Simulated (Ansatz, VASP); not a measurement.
**NaCl (Halite) in two plane-wave programs**

Aim: how closely do two programs agree when they are given the same cell, functional and k mesh? The cell is a member of a volume series, scaled by 0.985 from a relaxed one, so a pressure remains.

Program: Ansatz 0.2.0. Level of theory: plane waves, with VASP 6.6.1 beside it; single point at r2SCAN with rVV10 and single point at RPBE. Results are calculated unless marked as measured.

## Step 1: The starting structure

Symmetry: Fm-3m, No. 225, cubic system. Conventional cell: a = 5.522 Å, b = 5.522 Å, c = 5.522 Å, α = 90.00°, β = 90.00°, γ = 90.00°. Nearest to Cl lie 6 Na at 2.76 Å. Na has 6 Cl at 2.76 Å nearest. Farther neighbours and most contacts between anions are not listed.

Structure file:

```xyz
2
Lattice="0.0000 2.7612 2.7612 2.7612 0.0000 2.7612 2.7612 2.7612 0.0000" Properties=species:S:1:pos:R:3 pbc="T T T"
Cl    2.7612    2.7612    2.7612
Na    0.0000    0.0000    0.0000
```

## Step 2: VASP: single point, r2SCAN with rVV10, volume scaled by 0.985

A single point gives forces, pressure and levels at one fixed geometry, so differences don't come from the geometry; what else differs is listed under the comparison.

Lines of VASP's logs that name or quote its potential files are left out, and so is its time.

The input asks for a relaxation, which ended at its first step since no free force or stress exceeded the threshold; so it serves as a single point.

INCAR

```
SYSTEM = NaCl
PREC = Accurate
ENCUT = 450
EDIFF = 1E-06
NELM = 100
ISMEAR = 0
SIGMA = 0.03
LREAL = .FALSE.
ALGO = Normal
METAGGA = R2SCAN
LUSE_VDW = .TRUE.
IVDW_NL = 2
BPARAM = 11.95
CPARAM = 0.0093
LASPH = .TRUE.
NBANDS = 13
LORBIT = 11
LWAVE = .FALSE.
LCHARG = .FALSE.
KPAR = 4
IBRION = 2
NSW = 30
ISIF = 4
EDIFFG = -0.01
```

POSCAR

```
NaCl
1.0
    0.0000000000      2.7611793971      2.7611793971
    2.7611793971      0.0000000000      2.7611793971
    2.7611793971      2.7611793971      0.0000000000
Cl Na
1 1
Direct
    0.5000000000      0.5000000000      0.5000000000
    0.0000000000      0.0000000000      0.0000000000
```

KPOINTS

```
Automatic mesh
0
Gamma
6 6 6
0 0 0
```

Potentials, in the order of the species: Cl and Na_pv (PBE family, release 64).

On the command line:

```console
$ mpirun -np 4 vasp_std
```

Numbers of over 12 decimals in the logs are rounded to 6 here.

Log:

```text
[banner, memory and clock lines left out]
running    4 mpi-ranks, on    1 nodes
 distrk:  each k-point on    1 cores,    4 groups
 distr:  one band on    1 cores,    1 groups

 POSCAR found type information on POSCAR ClNa
 POSCAR found :  2 types and       2 ions
|                                                                             |
|               ----> ADVICE to this user running VASP <----                  |
|                                                                             |
|     You have switched on vdW-DFT.                                           |
|     This routine was written and supplied by Jiri Klimes. We recommend      |
|     that you carefully read and cite the following publications:            |
|       J. Klimes, D.R. Bowler, A. Michelides                                 |
|          J. Phys.: Cond Matt. 22 022201 (2010)                              |
|       J. Klimes, D.R. Bowler, A. Michelides                                 |
|          Phys. Rev. B. 83, 195131 (2011)                                    |
|     and references therein.                                                 |
|                                                                             |

|                                                                             |
|               ----> ADVICE to this user running VASP <----                  |
|                                                                             |
|     You enforced a specific xc type in the INCAR file but a different       |
|     [... a line on the potential file left out ...]
|     I HOPE YOU KNOW WHAT YOU ARE DOING!                                     |
|                                                                             |

 LDA part: xc-table for (None), standard interpolation
 POSCAR, INCAR and KPOINTS ok, starting setup
 FFT: planning ... GRIDC
 FFT: planning ... GRID_SOFT
 FFT: planning ... GRID
 WAVECAR not read
 entering main loop
       N       E                     dE             d eps       ncg     rms          rms(c)
Total rVV10 correction in eV:      0.4296439    14.8940642
Total rVV10 correction in eV:      0.4296439    14.8940642
Total rVV10 correction in eV:      0.4296439    14.8940642
Total rVV10 correction in eV:      0.4296439    14.8940642
DAV:   1     0.841858818235E+02    0.84186E+02   -0.68210E+03   426   0.977E+02
DAV:   2    -0.766642148633E+01   -0.91852E+02   -0.83871E+02   454   0.261E+02
DAV:   3    -0.153297267849E+02   -0.76633E+01   -0.76037E+01   536   0.726E+01
DAV:   4    -0.154689807091E+02   -0.13925E+00   -0.13919E+00   491   0.103E+01
DAV:   5    -0.154717161073E+02   -0.27354E-02   -0.27353E-02   506   0.152E+00    0.227E+00
Total rVV10 correction in eV:      0.4418750    14.8940651
Total rVV10 correction in eV:      0.4418750    14.8940651
Total rVV10 correction in eV:      0.4418750    14.8940651
Total rVV10 correction in eV:      0.4418750    14.8940651
DAV:   6    -0.133326558097E+02    0.21391E+01   -0.54215E-01   436   0.776E+00    0.233E+00
Total rVV10 correction in eV:      0.4570510    14.8940651
Total rVV10 correction in eV:      0.4570510    14.8940651
Total rVV10 correction in eV:      0.4570510    14.8940651
Total rVV10 correction in eV:      0.4570510    14.8940651
DAV:   7    -0.133144227909E+02    0.18233E-01   -0.14909E-01   476   0.294E+00    0.121E+00
Total rVV10 correction in eV:      0.4587439    14.8940651
Total rVV10 correction in eV:      0.4587439    14.8940651
Total rVV10 correction in eV:      0.4587439    14.8940651
Total rVV10 correction in eV:      0.4587439    14.8940651
DAV:   8    -0.133183239073E+02   -0.39011E-02   -0.66731E-03   491   0.608E-01    0.489E-01
Total rVV10 correction in eV:      0.4637441    14.8940651
Total rVV10 correction in eV:      0.4637441    14.8940651
Total rVV10 correction in eV:      0.4637441    14.8940651
Total rVV10 correction in eV:      0.4637441    14.8940651
DAV:   9    -0.133197129434E+02   -0.13890E-02   -0.37731E-03   426   0.607E-01    0.122E-01
Total rVV10 correction in eV:      0.4636687    14.8940651
Total rVV10 correction in eV:      0.4636687    14.8940651
Total rVV10 correction in eV:      0.4636687    14.8940651
Total rVV10 correction in eV:      0.4636687    14.8940651
DAV:  10    -0.133197317483E+02   -0.18805E-04   -0.74562E-05   546   0.759E-02    0.461E-02
Total rVV10 correction in eV:      0.4639546    14.8940651
Total rVV10 correction in eV:      0.4639546    14.8940651
Total rVV10 correction in eV:      0.4639546    14.8940651
Total rVV10 correction in eV:      0.4639546    14.8940651
DAV:  11    -0.133197482082E+02   -0.16460E-04   -0.49799E-05   441   0.643E-02    0.731E-02
Total rVV10 correction in eV:      0.4638797    14.8940651
Total rVV10 correction in eV:      0.4638797    14.8940651
Total rVV10 correction in eV:      0.4638797    14.8940651
Total rVV10 correction in eV:      0.4638797    14.8940651
DAV:  12    -0.133197507152E+02   -0.25070E-05   -0.64459E-06   486   0.184E-02    0.534E-03
Total rVV10 correction in eV:      0.4638879    14.8940651
Total rVV10 correction in eV:      0.4638879    14.8940651
Total rVV10 correction in eV:      0.4638879    14.8940651
Total rVV10 correction in eV:      0.4638879    14.8940651
DAV:  13    -0.133197520385E+02   -0.13233E-05   -0.16382E-07   303   0.395E-03    0.553E-03
Total rVV10 correction in eV:      0.4638882    14.8940651
Total rVV10 correction in eV:      0.4638882    14.8940651
Total rVV10 correction in eV:      0.4638882    14.8940651
Total rVV10 correction in eV:      0.4638882    14.8940651
DAV:  14    -0.133197550021E+02   -0.29636E-05   -0.18040E-07   258   0.372E-03    0.107E-03
Total rVV10 correction in eV:      0.4638867    14.8940651
Total rVV10 correction in eV:      0.4638867    14.8940651
Total rVV10 correction in eV:      0.4638867    14.8940651
Total rVV10 correction in eV:      0.4638867    14.8940651
DAV:  15    -0.133197548930E+02    0.10912E-06   -0.14976E-08   253   0.124E-03
Total rVV10 correction in eV:      0.4638867    14.8940651
Total rVV10 correction in eV:      0.4638867    14.8940651
Total rVV10 correction in eV:      0.4638867    14.8940651
Total rVV10 correction in eV:      0.4638867    14.8940651
Total rVV10 correction in eV:      0.4638878    14.8940651
Total rVV10 correction in eV:      0.4638878    14.8940651
Total rVV10 correction in eV:      0.4638878    14.8940651
Total rVV10 correction in eV:      0.4638878    14.8940651
   1 F= -.13319755E+02 E0= -.13319755E+02  d E =-.133198E+02
 curvature:   0.00 expect dE= 0.000E+00 dE for cont linesearch  0.000E+00
 trial: gam= 0.00000 g(F)=  0.871E-60 g(S)=  0.129E-33 ort = 0.000E+00 (trialstep = 0.100E+01)
 search vector abs. value=  0.100E-09
 reached required accuracy - stopping structural energy minimisation
```

Parts of OUTCAR (step 2):

```text
ion  position               nearest neighbor table
   1  0.500  0.500  0.500-
   2  0.000  0.000  0.000-

  LATTYP: Found a face centered cubic cell.
 ALAT       =     5.5223587942

 Subroutine GETGRP returns: Found 48 space group operations
 (whereof 48 operations were pure point group operations)

The static configuration has the point symmetry O_h .

 Found     16 irreducible k-points:

   k-points           NKPTS =     16   k-points in BZ     NKDIM =     16   number of bands    NBANDS=     13

   dimension x,y,z NGX =    28 NGY =   28 NGZ =   28
   dimension x,y,z NGXF=    56 NGYF=   56 NGZF=   56

   ENCUT  =  450.0 eV  33.07 Ry    5.75 a.u.   6.75  6.75  6.75*2*pi/ulx,y,z

   NELECT =      14.0000    total number of electrons

 k-points in reciprocal lattice and weights: Automatic mesh
   0.00000000  0.00000000  0.00000000       0.005
   0.16666667  0.00000000  0.00000000       0.037
   0.33333333  0.00000000  0.00000000       0.037
   0.50000000  0.00000000  0.00000000       0.019
   0.16666667  0.16666667  0.00000000       0.028
   0.33333333  0.16666667  0.00000000       0.111
   0.50000000  0.16666667  0.00000000       0.111
  -0.33333333  0.16666667  0.00000000       0.111
  -0.16666667  0.16666667  0.00000000       0.056
[...]
-0.33333333  0.33333333  0.16666667       0.111
  -0.33333333  0.50000000  0.16666667       0.056

 average (electrostatic) potential at core
       1 -96.6318       2 -51.6482

 E-fermi :  -0.5701

 k-point     1 :       0.0000    0.0000    0.0000
  band No.  band energies     occupation
    ...
      3     -22.1567      2.00000
      4     -14.1716      2.00000
      5      -0.7891      2.00000
      6      -0.7891      2.00000
      7      -0.7891      2.00000
      8       5.3233      0.00000
      9      10.9742      0.00000
     10      10.9743      0.00000
     11      10.9743      0.00000
     12      13.3313      0.00000
    ...

 k-point     2 :       0.1667    0.0000    0.0000
  band No.  band energies     occupation
    ...
      3     -22.1572      2.00000
      4     -14.0729      2.00000
      5      -1.4439      2.00000
      6      -0.8730      2.00000
      7      -0.8730      2.00000
      8       6.1660      0.00000
      9      10.2055      0.00000
     10      11.3223      0.00000
     11      11.3223      0.00000
     12      13.0874      0.00000
    ...

 k-point     3 :       0.3333    0.0000    0.0000
  band No.  band energies     occupation
    ...
      3     -22.1584      2.00000
      4     -13.8659      2.00000
      5      -2.4842      2.00000
      6      -1.0326      2.00000
      7      -1.0326      2.00000
      8       7.1266      0.00000
      9      10.3563      0.00000
     10      11.2832      0.00000
     11      11.2834      0.00000
     12      14.2401      0.00000
    ...

  Total        0.1191428      0.1191428      0.1191428     -0.0000000      0.0000000     -0.0000000
  in kB        4.5338239      4.5338239      4.5338239     -0.0000000      0.0000000     -0.0000000
  external PRESSURE =       4.5338239 kB  Pullay stress =       0.0000000 kB

  energy-cutoff  :      450.00
  volume of cell :       42.10
      direct lattice vectors                 reciprocal lattice vectors
     0.000000000  2.761179397  2.761179397    -0.181082041  0.181082041  0.181082041
     2.761179397  0.000000000  2.761179397     0.181082041 -0.181082041  0.181082041
     2.761179397  2.761179397  0.000000000     0.181082041  0.181082041 -0.181082041

 POSITION                                       TOTAL-FORCE (eV/Angst)
 -----------------------------------------------------------------------------------
      2.76118      2.76118      2.76118         0.000000     -0.000000      0.000000
      0.00000      0.00000      0.00000         0.000000      0.000000     -0.000000
 -----------------------------------------------------------------------------------
    total drift:                                0.000000      0.000000      0.000000

  FREE ENERGIE OF THE ION-ELECTRON SYSTEM (eV)
  ---------------------------------------------------
  free  energy   TOTEN  =       -13.3197548930 eV

  energy  without entropy=      -13.3197548930  energy(sigma->0) =      -13.31975489

 reached required accuracy - stopping structural energy minimisation

 total charge
# of ion       s       p       d       tot
------------------------------------------
    1        1.594   3.619   0.000   5.213
    2        0.040   5.984   0.000   6.025
--------------------------------------------------
tot          1.634   9.603   0.000  11.237

[... 3 further parts left out ...]
```

CONTCAR:

```
NaCl
   1.00000000000000
     0.0000000000000000    2.7611793970999998    2.7611793970999998
     2.7611793970999998    0.0000000000000000    2.7611793970999998
     2.7611793970999998    2.7611793970999998    0.0000000000000000
  Cl              Na
     1     1
Direct
     0.5000000000000000    0.5000000000000000    0.5000000000000000
     0.0000000000000000    0.0000000000000000    0.0000000000000000
```

The gap is read on the k-mesh alone, so it is an upper bound where the band edges lie off the mesh. The PAW data sets were made with PBE, which is usual practice but a small mismatch for other functionals. The run keeps the 48 symmetry operations of its start, so it cannot find a distortion of lower symmetry.

## Step 3: Ansatz: single point, r2SCAN with rVV10, volume scaled by 0.985

Ansatz runs on its default PAW (the set named soft_2) files.

The same cell, functional, mesh and smearing now go to Ansatz, which takes its cutoff from its data sets.

input.yaml

```yaml
crystal:
  lattice:
    - [0.0, 2.7611794, 2.7611794]
    - [2.7611794, 0.0, 2.7611794]
    - [2.7611794, 2.7611794, 0.0]
  atoms:
    - { symbol: Cl, position: [0.5, 0.5, 0.5] }
    - { symbol: Na, position: [0.0, 0.0, 0.0] }
hamiltonian:
  xc: r2scan
  pseudopotentials: { kind: paw }
  dispersion: rvv10
kpoints:
  mp_grid: { grid: [6, 6, 6] }
scf:
  occupations: { method: gaussian, width: 0.03 }
  n_extra_bands: 4
output:
  forces: true
  stress: true
  eigenvalues: true
```

On the command line:

```console
$ ansatz run input.yaml --threads 2 --pin off --max-ram 4608MiB --backend cpu --events-out ev --progress --plain --runs-dir out
```

Log:

```text
scf.n_extra_bands = 4 over 8 filled bands (N_el = 16.0): the run solves 12 bands
Engine: ansatz 0.2.0, aarch64-unknown-linux-gnu
Pseudopotentials: kind: paw
Pseudopotential: Cl, paw, valence charge 7, recommended cutoff 500 eV (meta_gga), Cl.paw.azcp
Pseudopotential: Na, paw, valence charge 9, recommended cutoff 500 eV (meta_gga), Na.paw.azcp
Functional definition: r2SCAN+rVV10
  parameter k0 = 0.174
  parameter k1 = 0.065
  parameter a1 = 4.9479
  exchange = r2scan_x(k0 = k0, k1 = k1, a1 = a1)
  correlation = r2scan_c + rvv10(11.95, 0.0093)
Crystal: 2 atoms, lattice volume = 42.103 Å³
Basis set: ecut = 500 eV, 1067 PW (Γ), exchange–correlation on 128×128×128 points (64 copies of the dense FFT grid, shifted against one another)
Bands: 12, of which v1, the nominal top of the filled ones, is band 8 counted from 1 (7 counted from 0)
Symmetry: 48 space group operations
Space group: Fm-3m (ITA 225), of the structure as read, at distance tolerance 3.5e-5 Å
k-points: 16 of 216
Non-local potential: Cl, projectors of the file, l = 0: 2, l = 1: 2, l = 2: 2
Non-local potential: Na, projectors of the file, l = 0: 3, l = 1: 2, l = 2: 1
PAW form: soft (Blöchl's): semilocal exchange-correlation on the pseudo side does not see the compensation charge
rVV10 density: all electrons in the spheres
PAW frozen core: Cl, regenerated for the run's functional (the file was generated under x = pbe(κ = 0.804, μ = 0.219515), c = pbe(β = 0.066725))
PAW frozen core: Na, regenerated for the run's functional (the file was generated under x = pbe(κ = 0.804, μ = 0.219515), c = pbe(β = 0.066725))
PAW one-centre angular grid: Cl, 302 points (default); XC on 160 Gauss nodes
PAW one-centre angular grid: Na, 302 points (default); XC on 339 of its mesh's 2595 points in the sphere
Initial density: superposition of atomic densities (neutral atoms: chi_scale 0, normalization atom), corrected by the library's trained network
Initial wavefunctions: pseudopotential atomic-orbital guess
Functional: x = r2scan, c = r2scan + rvv10(b = 11.95, C = 0.0093); τ floored in thin density (d = 2e-4 eV/Å³)
SCF iter   1: F=—  HF=-2575.249881 eV  |F-HF|=—  |Δ(HF+E_count)|=         —  Δρ=7.29e-3  dr2=1.07e-2  dr2_τ=1.85e-3  ethr=1.77e-3  ⟨swp⟩=5.7  Hψ=1156  notcnv=0
preconditioner: auto → none  [insulator: Δε(μ)=6.050 eV  Ē_g=14.768 eV  σ=0.030 eV  W_gap=1.00  n_scr=14 (ndim 8)  ℏωp=16.2 eV  f_vac=0.020  D(μ)=0.00/eV (n_scr^D=0)  ε∞_Penn≈2.2]
SCF iter   2: F=—  HF=-2575.260246 eV  |F-HF|=—  |Δ(HF+E_count)|=   1.04e-2  Δρ=1.95e-3  dr2=9.21e-4  dr2_τ=1.96e-4  ethr=6.66e-5  ⟨swp⟩=2.1  Hψ=513  notcnv=0
SCF iter   3: F=—  HF=-2575.260266 eV  |F-HF|=—  |Δ(HF+E_count)|=   1.97e-5  Δρ=6.28e-4  dr2=1.01e-4  dr2_τ=2.29e-5  ethr=5.76e-6  ⟨swp⟩=2.0  Hψ=313  notcnv=0
SCF iter   4: F=—  HF=-2575.260269 eV  |F-HF|=—  |Δ(HF+E_count)|=   3.00e-6  Δρ=3.08e-4  dr2=1.31e-5  dr2_τ=2.21e-6  ethr=6.29e-7  ⟨swp⟩=2.1  Hψ=251  notcnv=0
SCF iter   5: F=—  HF=-2575.260278 eV  |F-HF|=—  |Δ(HF+E_count)|=   9.49e-6  Δρ=1.54e-5  dr2=1.20e-7  dr2_τ=1.03e-8  ethr=8.17e-8  ⟨swp⟩=3.0  Hψ=320  notcnv=0
SCF iter   6: F=-2575.260278 eV  HF=-2575.260278 eV  |F-HF|=2.40e-9  |Δ(HF+E_count)|=   2.41e-8  Δρ=3.60e-6  dr2=5.10e-9  dr2_τ=5.00e-10  ethr=6.25e-10  ⟨swp⟩=5.0  Hψ=842  notcnv=0
SCF 1 converged in 6 iterations: F = -2575.260278 eV  dr2 = 5.10e-9
  greatest PAW one-centre occupation: 1.000 electrons in one spin orbital (limit 2), on the Na atom at site 1 (counted from 0), in its partial waves of l = 0
SCF converged after 6 iterations
Free energy (F): -2575.260278 eV
Harris-Foulkes:  -2575.260278 eV  (|F-HF|=2.40e-9)
Internal energy: -2575.260278 eV  (E = F + TS)
E sigma→0 (E₀):  -2575.260278 eV
Fermi energy:    4.217355 eV
--- Per-component energies (eV) ---
  E_band       = -242.092745
  E_kinetic    = 283.115888
  E_local      = -1499.981582  (includes V_loc(G=0)·N_el)
  E_nonlocal   = 144.258539
  E_hartree    = 528.838510
  E_xc         = -140.887084
  E_vxc        = -190.962199  (∫ρ·V_xc dr)
  E_paw        = -934.345640  (= ΣΔE_a)
  E_vpaw       = -48.255546  (= ΣTr[D̂ρ^β])
  E_aug_tail   = 0.000023  (compensation charges beyond the density's cutoff)
  E_vtau       = 12.055589  (kinetic-family band-sum trace: ∫τ·v_τ [+ j·A + Jᵃ·Aᵃ] dr)
  E_ewald      = -956.096258
  E_core_change = -0.162674  (= ΣΔE_core)
  E_smearing   = -0.000000  (= −TS)
  E_closure    = -0.000000  (closes the sum)
  Σ components = -2575.260278   (vs F -2575.260278, Δ=0.00e0)
--- Forces (eV/Å), atoms counted from 1 ---
  atom   1  Cl     0.00000000    -0.00000000     0.00000000
  atom   2  Na    -0.00000000     0.00000000     0.00000000
  max |Σ_I F_I| component: 2.99e-30 eV/Å
--- Stress (GPa, compression-positive) ---
        0.761380       0.000000      -0.000000
       -0.000000       0.761380       0.000000
        0.000000      -0.000000       0.761380
  P = ⅓ Tr σ = 0.7614 GPa (7.614 kbar)
--- Band table (eV; the first three rows and the last of 16) ---
  k-point 0: bands = [... 4 lower, -12.2024, 1.1713, 1.1713, 1.1713, 7.2632, 12.8954, 12.8954, 12.8954]
  k-point 1: bands = [... 4 lower, -12.1037, 0.5141, 1.0895, 1.0895, 8.1095, 12.1404, 13.2260, 13.2260]
  k-point 2: bands = [... 4 lower, -11.8968, -0.5283, 0.9339, 0.9339, 9.0692, 12.3023, 13.1408, 13.1408]
  k-point 15: bands = [... 4 lower, -11.7175, -0.4563, 0.1344, 0.3649, 10.5885, 10.6320, 12.6571, 14.4008]
```

Run time: 1.7 s. Hardware: 2 threads of Arm Neoverse V2, shared host; peak memory 0.38 GiB; 3.2 s of CPU time.

In the SCF lines HF is the Harris–Foulkes energy and dr2 the Hartree energy of the density residual, in eV; the loop may stop once dr2 is under the threshold and the program's other checks hold. Hψ counts applications of the Hamiltonian.

The run ends at a pressure of 0.76 GPa.

## Step 4: Side by side

Known differences besides the potentials themselves: VASP keeps PBE cores, Ansatz makes them for the functional; the data sets hold 16 valence electrons in Ansatz (default PAW (the set named soft_2) files) and 14 in VASP; the cutoff is 500 eV in Ansatz and 450 eV in VASP. Total energies have different zeros and are not compared.

The two programs side by side:

```tsv
quantity	Ansatz	VASP	difference
pressure (GPa)	0.76	0.45	+0.31
gap on the k mesh (eV)	6.092	6.112	-0.020
```

A gap on the mesh is an upper bound, since the band edges may lie between its points.

(Continued in part 2 of 2.)

[Lines on the potential files, build, host, timing and source positions are cut from VASP's logs without a mark.]

[Logs are printed without paths, hosts, clocks, repeated set-up lines and the standing remarks that a program may print on its own settings, such as how far it seeks lower states.]

[Hosts, paths, dates, database ids (printed as entryN), source tags and the programs' standing remarks are cut or masked in the printed files.]
